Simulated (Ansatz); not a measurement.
## Clamped-ion strain scan in CdTe

Method: Ansatz, DFT r2SCAN, scalar-relativistic, plane waves, PAW. The runs took a 500 eV cutoff, a Γ-centred 8×8×8 mesh and Gaussian smearing (0.05 eV). No spin polarisation. Energies are free energies at this smearing, counted from the undisturbed cell; pressure is positive in compression.

The starting cell (relaxed at this level):

```xyz
2
Lattice="0.0000 3.2779 3.2779 3.2779 0.0000 3.2779 3.2779 3.2779 0.0000" Properties=species:S:1:pos:R:3 pbc="T T T"
Cd    0.0000    0.0000    0.0000
Te    4.9168    4.9168    4.9168
```

The cell is strained by ε times the Voigt pattern (0, 1, 0, 0, 0, 0) (xx, yy, zz, yz, xz, xy; engineering shear) with fractional coordinates fixed.

```tsv
ε	ΔE (meV/atom)
-0.1000	61.8
-0.0750	34.3
-0.0500	15.1
-0.0250	3.8
0.0000	0.0
0.0250	3.3
0.0500	13.3
0.0750	29.6
0.0875	39.9
0.1000	51.7
```

Question: Predict the stress summed along the pattern (GPa, tension positive) at each point.

Answer:
```csv
ε,"stress summed along the pattern (GPa, tension positive)"
-0.1000,-5.78
-0.0750,-4.24
-0.0500,-2.77
-0.0250,-1.36
0.0000,-0.03
0.0250,1.22
0.0500,2.40
0.0750,3.51
0.0875,4.03
0.1000,4.54
```